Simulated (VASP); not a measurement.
# AlP (F-43m) in VASP: settings compared

AlP is run at these levels: PBE, PBEsol, PBEsol+D4; tasks: single point.

Program: VASP 6.6.1. These are calculated values, not measurements. Logs are shortened: lines on timing, memory, paths and dates and some standing lists are left out, and cuts for length are marked.

**What was measured.**

From a printed reference work, data compilation, for a bulk crystal of AlP at 4.2 K: band gap 2.505 eV (indirect).

How close the calculation comes is told below.

### 1 The cell of the first run

Symmetry: F-43m, No. 216, cubic system. Conventional cell: a = 5.479 Å, b = 5.479 Å, c = 5.479 Å, α = 90.00°, β = 90.00°, γ = 90.00°. Within 3.1 Å of Al (site symmetry -43m) lie 4 P at 2.37 Å. Within 3.1 Å of P (site symmetry -43m) lie 4 Al at 2.37 Å.

### 2 Single point, PBE

INCAR

```
SYSTEM = AlP
PREC = Accurate
ENCUT = 500
EDIFF = 1E-6
ISMEAR = 0
SIGMA = 0.01
LREAL = .FALSE.
LASPH = .TRUE.
NELM = 120
ALGO = Normal
ISIF = 2
LWAVE = .FALSE.
LCHARG = .FALSE.
GGA = PE
NBANDS = 11
GGA_COMPAT = .FALSE.
```

KPOINTS

```
regular mesh
0
G
  4 4 4
  0 0 0
```

POSCAR

```
AlP
1.0
    0.0000000000      2.7392607939      2.7392607939
    2.7392607939      0.0000000000      2.7392607939
    2.7392607939      2.7392607939      0.0000000000
Al P
1 1
Direct
    0.0000000000      0.0000000000      0.0000000000
    0.2500000000      0.2500000000      0.2500000000
```

Potentials or basis: VASP PAW PBE potentials, release 64 (Al, P).

Started as:

```bash
> cat potpaw_PBE.64/Al/POTCAR potpaw_PBE.64/P/POTCAR > POTCAR
> mpirun -np 1 vasp_std > vasp.out
```

OUTCAR:

```text
SYSTEM = AlP
   PREC = Accurate
   ENCUT = 500
   EDIFF = 1E-6
   ISMEAR = 0
   LREAL = .FALSE.
   LASPH = .TRUE.
   NELM = 120
   ISIF = 2
   GGA = PE

 ion  position               nearest neighbor table
   1  0.000  0.000  0.000-   2 2.37   2 2.37   2 2.37   2 2.37
   2  0.250  0.250  0.250-   1 2.37   1 2.37   1 2.37   1 2.37

  LATTYP: Found a face centered cubic cell.
 ALAT       =     5.4785215878

  Lattice vectors:

 A1 = (   0.0000000000,   2.7392607939,   2.7392607939)
 A2 = (   2.7392607939,   0.0000000000,   2.7392607939)
 A3 = (   2.7392607939,   2.7392607939,   0.0000000000)

Analysis of symmetry for initial positions (statically):
=====================================================================
 Subroutine PRICEL returns:
 Original cell was already a primitive cell.

 Routine SETGRP: Setting up the symmetry group for a
 face centered cubic supercell.

 Subroutine GETGRP returns: Found 24 space group operations
 (whereof 24 operations were pure point group operations)
 out of a pool of 48 trial point group operations.

The static configuration has the point symmetry T_d .

Analysis of symmetry for dynamics (positions and initial velocities):
=====================================================================
 Subroutine PRICEL returns:
 Original cell was already a primitive cell.

 Routine SETGRP: Setting up the symmetry group for a
 face centered cubic supercell.

 Subroutine GETGRP returns: Found 24 space group operations
 (whereof 24 operations were pure point group operations)
 out of a pool of 48 trial point group operations.

The dynamic configuration has the point symmetry T_d .

 Subroutine INISYM returns: Found 24 space group operations
 (whereof 24 operations are pure point group operations),
 and found     1 'primitive' translations

----------------------------------------------------------------------------------------

                                     Primitive cell

  volume of cell :      41.1084

  direct lattice vectors                    reciprocal lattice vectors
     0.000000000  2.739260794  2.739260794    -0.182530996  0.182530996  0.182530996
     2.739260794  0.000000000  2.739260794     0.182530996 -0.182530996  0.182530996
     2.739260794  2.739260794  0.000000000     0.182530996  0.182530996 -0.182530996

  length of vectors
     3.873899766  3.873899766  3.873899766     0.316152958  0.316152958  0.316152958

  position of ions in fractional coordinates (direct lattice)
     0.000000000  0.000000000  0.000000000
[... 68 lines left out ...]
   ISYM   =      2    0-nonsym 1-usesym 2-fastsym
   POTIM  = 0.5000    time-step for ionic-motion
   TEBEG  =    0.0;   TEEND  =   0.0 temperature during run
   PSTRESS=    0.0 pullay stress
   NELECT =       8.0000    total number of electrons
   NUPDOWN=      -1.0000    fix difference up-down
   EMIN   =  10.00;   EMAX   =-10.00  energy-range for DOS
   EFERMI =   0.00;   METHOD = LEGACY
   ISMEAR =     0;   SIGMA  =   0.01  broadening in eV -4-tet -1-fermi 0-gaus
   EFERMI_NEDOS =   21; number of points for ismear=-14 and -15
   IALGO  =     38    algorithm
   IMIX   =      4    mixing-type and parameters
     AMIX     =   0.40;   BMIX     =  1.00
     AMIX_MAG =   1.60;   BMIX_MAG =  1.00
  volume/ion in A,a.u.               =      20.55       138.71
  Fermi-wavevector in a.u.,A,eV,Ry     =   0.948698  1.792780 12.245630  0.900028
  Thomas-Fermi vector in A             =   2.076911
   LORBIT       =      0    0 simple, 1 ext, 2 COOP (PROOUT), +10 PAW based schemes
   GGA     = PE    functional components
   LHFCALC =     F    Hartree Fock is set to
   AEXX    =    0.0000 exact exchange contribution
   IVDW    =     0    specifies the selected vdW correction
   LEPSILON=     F    determine dielectric tensor
   LRPA    =     F    only Hartree local field effects (RPA)
 non-spin polarized calculation
 Gauss-broadening in eV      SIGMA  =   0.01
  energy-cutoff  :      500.00
  volume of cell :       41.11
 maximum number of plane-waves:      1056
   NGX = 15   NGY = 15   NGZ = 15

 number of electron       8.0000001 magnetization

 Free energy of the ion-electron system (eV)
  ---------------------------------------------------
  ext. energy  EPLUGINS =         0.00000000
  ---------------------------------------------------
  free energy    TOTEN  =       -10.27970039 eV

  energy without entropy =      -10.27970039  energy(sigma->0) =      -10.27970039

 E-fermi :   4.6194     XC(G=0):  -9.1524

 val. band max:        4.5260544394   @ k =   0.0000   0.0000   0.0000
 cond. band min:       6.1013387781   @ k =   0.5000   0.5000   0.0000
 fundamental gap:      1.5752843387
 Fermi energy:         4.6194252129

 k-point     1 :       0.0000    0.0000    0.0000
  band No.  band energies     occupation
      1      -6.9262      2.00000
      2       4.5261      2.00000
      3       4.5261      2.00000
      4       4.5261      2.00000
      5       7.7390      0.00000
      6       9.0483      0.00000
      7       9.0483      0.00000
      8       9.0483      0.00000
      9      13.3273      0.00000
     10      13.3273      0.00000
     11      14.7268      0.00000
[... 85 lines left out ...]
 k-point     8 :      -0.2500    0.5000    0.2500
  band No.  band energies     occupation
      1      -4.5600      2.00000
      2      -0.3846      2.00000
      3       1.3822      2.00000
      4       1.7329      2.00000
      5       8.8360      0.00000
      6      10.4039      0.00000
      7      10.6510      0.00000
      8      10.8514      0.00000
      9      15.7178      0.00000
     10      16.4155      0.00000
     11      17.7522      0.00000

------------------------ aborting loop because EDIFF is reached ----------------------------------------

  FORCE on cell =-STRESS in cart. coord.  units (eV):
  Direction    XX          YY          ZZ          XY          YZ          ZX
  --------------------------------------------------------------------------------------
  -------------------------------------------------------------------------------------
  Total        0.4266667      0.4266667      0.4266667      0.0000000      0.0000000      0.0000000
  in kB       16.6291169     16.6291169     16.6291169      0.0000000      0.0000000      0.0000000
  external PRESSURE =      16.6291169 kB  Pullay stress =       0.0000000 kB

 VOLUME and BASIS-vectors are now :
 -----------------------------------------------------------------------------
  energy-cutoff  :      500.00
  volume of cell :       41.11
      direct lattice vectors                 reciprocal lattice vectors
     0.000000000  2.739260794  2.739260794    -0.182530996  0.182530996  0.182530996
     2.739260794  0.000000000  2.739260794     0.182530996 -0.182530996  0.182530996
     2.739260794  2.739260794  0.000000000     0.182530996  0.182530996 -0.182530996

 POSITION                                       TOTAL-FORCE (eV/Angst)
 -----------------------------------------------------------------------------------
      0.00000      0.00000      0.00000         0.000000      0.000000      0.000000
      1.36963      1.36963      1.36963        -0.000000     -0.000000     -0.000000
 -----------------------------------------------------------------------------------
    total drift:                               -0.000000     -0.000000      0.000000

  FREE ENERGIE OF THE ION-ELECTRON SYSTEM (eV)
  ---------------------------------------------------
  free  energy   TOTEN  =       -10.2797003867 eV

  energy  without entropy=      -10.2797003867  energy(sigma->0) =      -10.27970039
```

OSZICAR:

```text
N       E                     dE             d eps       ncg     rms          rms(c)
DAV:   1     0.105744427081E+02    0.10574E+02   -0.29399E+03   176   0.529E+02
DAV:   2    -0.986179205364E+01   -0.20436E+02   -0.19976E+02   224   0.954E+01
DAV:   3    -0.106461199465E+02   -0.78433E+00   -0.78315E+00   228   0.171E+01
DAV:   4    -0.106531772348E+02   -0.70573E-02   -0.70567E-02   206   0.199E+00
DAV:   5    -0.106533251637E+02   -0.14793E-03   -0.14793E-03   233   0.272E-01    0.451E+00
DAV:   6    -0.103245645366E+02    0.32876E+00   -0.65076E-01   200   0.301E+00    0.288E+00
DAV:   7    -0.102786193457E+02    0.45945E-01   -0.24158E-01   203   0.201E+00    0.148E+00
DAV:   8    -0.102795817073E+02   -0.96236E-03   -0.17215E-02   197   0.639E-01    0.244E-01
DAV:   9    -0.102795000416E+02    0.81666E-04   -0.83368E-04   208   0.158E-01    0.104E-01
DAV:  10    -0.102796958488E+02   -0.19581E-03   -0.29018E-04   197   0.895E-02    0.139E-02
DAV:  11    -0.102796995710E+02   -0.37222E-05   -0.23755E-05   233   0.224E-02    0.103E-02
DAV:  12    -0.102797003867E+02   -0.81573E-06   -0.13245E-06   200   0.677E-03
   1 F= -.10279700E+02 E0= -.10279700E+02  d E =-.363056E-41
```

Run time: 7.4 s. Hardware: 1 thread of AMD EPYC 7R43 (Zen 3), shared host; peak memory 0.11 GiB.

Results:

```yaml
Free_energy: -10.2797 eV
Pressure: 1.7 GPa
Band_gap_on_the_k_mesh: 1.58 eV (least direct gap 3.21 eV)
```

Caveat: the k points lie up to 0.50 Å⁻¹ apart. A k mesh can miss the band edges.

### 3 Single point, PBEsol

INCAR

```
SYSTEM = AlP
PREC = Accurate ; ENCUT = 500
EDIFF = 1E-6 ; ISMEAR = 1
SIGMA = 0.05 ; LREAL = .False.
LASPH = .True. ; NELM = 120
ALGO = Normal ; ISIF = 2
LWAVE = .False. ; LCHARG = .False.
GGA = PS ; NBANDS = 11
GGA_COMPAT = .False.
```

KPOINTS

```
Automatic mesh
0
Gamma
  6 6 6
  0 0 0
```

POSCAR is that of step 2.

Potentials or basis: VASP PAW PBE potentials, release 64 (Al, P).

Started as:

```bash
> cat potpaw_PBE.64/Al/POTCAR potpaw_PBE.64/P/POTCAR > POTCAR
> mpirun -np 1 vasp_std > vasp.out
```

Run time: 8.4 s. Hardware: 1 thread of AMD EPYC 7R43 (Zen 3), shared host; peak memory 0.11 GiB.

It converged, with:

```yaml
Free_energy: -10.9867 eV
Pressure: -0.3 GPa
Band_gap_on_the_k_mesh: 1.45 eV (least direct gap 3.12 eV)
```

Levels at points of the mesh, in eV from the valence-band top:
| k point | band 1 | band 2 | band 3 | band 4 | band 5 | band 6 | band 7 | band 8 | band 9 |
| --- | --- | --- | --- | --- | --- | --- | --- | --- | --- |
| (0.00, 0.00, 0.00) | -11.47 | 0.00 | 0.00 | 0.00 | 3.12 | 4.49 | 4.49 | 4.49 | 8.79 |
| (0.50, 0.00, 0.00) | -9.80 | -5.54 | -0.76 | -0.76 | 2.69 | 4.74 | 4.74 | 8.05 | 11.48 |
| (0.50, 0.50, 0.00) | -9.14 | -5.31 | -2.10 | -2.10 | 1.45 | 2.37 | 10.90 | 10.90 | 11.84 |

Caveat: the PAW data sets were made with another functional, which shifts forces and pressure a little.

### 4 Single point, PBEsol

INCAR

```
PREC     = Accurate       # precision mode
ENCUT    = 500            # plane-wave cutoff, eV
EDIFF    = 1E-6           # SCF threshold, eV
ISMEAR   = 1              # smearing method
SIGMA    = 0.5            # smearing width, eV
LREAL    = False          # projectors in reciprocal space
LASPH    = True           # aspherical terms in the spheres
NELM     = 120            # most SCF steps
ALGO     = Normal         # electronic algorithm
ISIF     = 2              # what is computed and relaxed
LWAVE    = False          # write WAVECAR
LCHARG   = True           # write CHGCAR
GGA      = PS             # functional
LELF     = True           # ELF
LVHAR    = True         
NBANDS   = 11             # bands
GGA_COMPAT= False
```

KPOINTS

```
regular mesh
0
Gamma
  6 6 6
```

POSCAR is that of step 3.

Started as:

```bash
> cat potpaw_PBE.64/Al/POTCAR potpaw_PBE.64/P/POTCAR > POTCAR
> mpirun -np 1 vasp_std > vasp.out
```

It took 12 s on 1 thread of AMD EPYC 7R43 (Zen 3), shared host; peak memory 0.11 GiB.

The run converged. Its results:

* Free energy: -10.9820 eV
* Pressure: -0.3 GPa
* Band gap on the k mesh: 1.46 eV (least direct gap 3.12 eV)

Levels at points of the mesh, in eV from the valence-band top:
```
           k point  band 1  band 2  band 3  band 4  band 5  band 6  band 7  band 8
(0.00, 0.00, 0.00)  -11.47    0.00    0.00    0.00    3.12    4.50    4.50    4.50
(0.50, 0.00, 0.00)   -9.80   -5.54   -0.76   -0.76    2.69    4.74    4.74    8.05
(0.50, 0.50, 0.00)   -9.14   -5.31   -2.10   -2.10    1.46    2.37   10.90   10.90
```

Caveat: so wide a smearing shifts energies and pressures; the PAW data sets were made with another functional, which shifts forces and pressure a little.

### 5 Single point, PBEsol+D4

INCAR

```
ALGO = Normal
EDIFF = 1E-6
ENCUT = 500
GGA = PS
GGA_COMPAT = False
ISIF = 2
ISMEAR = 0
IVDW = 13
LASPH = True
LCHARG = False
LREAL = False
LWAVE = False
NBANDS = 11
NELM = 120
PREC = Accurate
SIGMA = 0.01
```

KPOINTS

```
k-points
0
Gamma
  6 6 6
```

POSCAR is that of step 4.

Started as:

```bash
> cat potpaw_PBE.64/Al/POTCAR potpaw_PBE.64/P/POTCAR > POTCAR
> mpirun -np 1 vasp_std > vasp.out
```

Run time: 11 s. Hardware: 1 thread of AMD EPYC 7R43 (Zen 3), shared host; peak memory 0.11 GiB.

Results (log left out):

* Free energy: -11.3571 eV
* Pressure: -1.7 GPa
* Band gap on the k mesh: 1.45 eV (least direct gap 3.12 eV)
* Dispersion energy per atom: -0.185 eV

Levels at points of the mesh, in eV from the valence-band top:
```
           k point  band 1  band 2  band 3  band 4  band 5  band 6  band 7  band 8  band 9
(0.00, 0.00, 0.00)  -11.47    0.00    0.00    0.00    3.12    4.49    4.49    4.49    8.79
(0.50, 0.00, 0.00)   -9.80   -5.54   -0.76   -0.76    2.69    4.74    4.74    8.05   11.48
(0.50, 0.50, 0.00)   -9.14   -5.31   -2.10   -2.10    1.45    2.37   10.90   10.90   11.84
```

Caveat: the PAW data sets were made with another functional, which shifts forces and pressure a little.

### 6 Single point, PBEsol

INCAR

```
PREC = Accurate ; ENCUT = 500
EDIFF = 1E-6 ; ISMEAR = 1
SIGMA = 0.2 ; LREAL = F
LASPH = T ; NELM = 120
ALGO = Normal ; ISIF = 2
LWAVE = F ; LCHARG = F
GGA = PS ; NBANDS = 11
GGA_COMPAT = F
```

KPOINTS

```
regular mesh
0
Gamma
  6 6 6
```

POSCAR is that of step 5.

Potentials or basis: VASP PAW PBE potentials, release 64 (Al, P).

Started as:

```bash
> cat potpaw_PBE.64/Al/POTCAR potpaw_PBE.64/P/POTCAR > POTCAR
> mpirun -np 1 vasp_std > vasp.out
```

Run time: 11 s. Hardware: 1 thread of AMD EPYC 7R43 (Zen 3), shared host; peak memory 0.11 GiB.

Results (log left out):

| Property | Result |
| --- | --- |
| Free energy | -10.9865 eV |
| Pressure | -0.3 GPa |
| Band gap on the k mesh | 1.45 eV (least direct gap 3.12 eV) |

Levels at points of the mesh, in eV from the valence-band top:
| k point | band 1 | band 2 | band 3 | band 4 | band 5 | band 6 | band 7 | band 8 | band 9 |
| --- | --- | --- | --- | --- | --- | --- | --- | --- | --- |
| (0.00, 0.00, 0.00) | -11.47 | 0.00 | 0.00 | 0.00 | 3.12 | 4.49 | 4.49 | 4.49 | 8.79 |
| (0.50, 0.00, 0.00) | -9.80 | -5.54 | -0.76 | -0.76 | 2.69 | 4.74 | 4.74 | 8.05 | 11.48 |
| (0.50, 0.50, 0.00) | -9.14 | -5.31 | -2.10 | -2.10 | 1.45 | 2.37 | 10.90 | 10.90 | 11.84 |

Caveat: the PAW data sets were made with another functional, which shifts forces and pressure a little.

### 7 Overview

```csv
level,k mesh,smearing,gap on the mesh (eV),pressure (GPa)
PBE,4 × 4 × 4,gaussian 0.01 eV,1.58,1.7
PBEsol,6 × 6 × 6,methfessel-paxton 0.05 eV,1.45,-0.3
PBEsol,6 × 6 × 6,methfessel-paxton 0.5 eV,1.46,-0.3
PBEsol+D4,6 × 6 × 6,gaussian 0.01 eV,1.45,-1.7
PBEsol,6 × 6 × 6,methfessel-paxton 0.2 eV,1.45,-0.3
```

Alike in all rows: task single point; potentials or basis VASP PAW PBE potentials, release 64 (Al, P); no spin polarisation; cell as given; cutoff (eV) 500.

Caveats: some runs use coarse meshes; the PAW data sets were made with another functional, which shifts forces and pressure a little (at least some runs); so wide a smearing shifts energies and pressures (at least some runs).

Total energies depend on the potentials used, so only differences within one code and one set of settings carry meaning.

### 8 How close it comes

Step 3. Measured gap of AlP: 2.505 eV (indirect; 4.2 K; a printed reference work, data compilation). This calculation gives 1.45 eV (-1.05 eV). The value is that of PBEsol on a finite k mesh, which can miss the band edges, without temperature or zero-point motion. Semilocal functionals fall short of measured gaps as a rule.

Step 4. Measured gap of AlP: 2.505 eV (indirect; 4.2 K; a printed reference work, data compilation). This calculation gives 1.46 eV (-1.05 eV). The value is that of PBEsol on a finite k mesh, which can miss the band edges, without temperature or zero-point motion. Semilocal functionals fall short of measured gaps as a rule.

Step 6. Against the measured gap of AlP, 2.505 eV (indirect; 4.2 K; a printed reference work, data compilation), the calculated 1.45 eV is off by -1.05 eV. The value is that of PBEsol on a finite k mesh, which can miss the band edges, without temperature or zero-point motion. Semilocal functionals fall short of measured gaps as a rule.
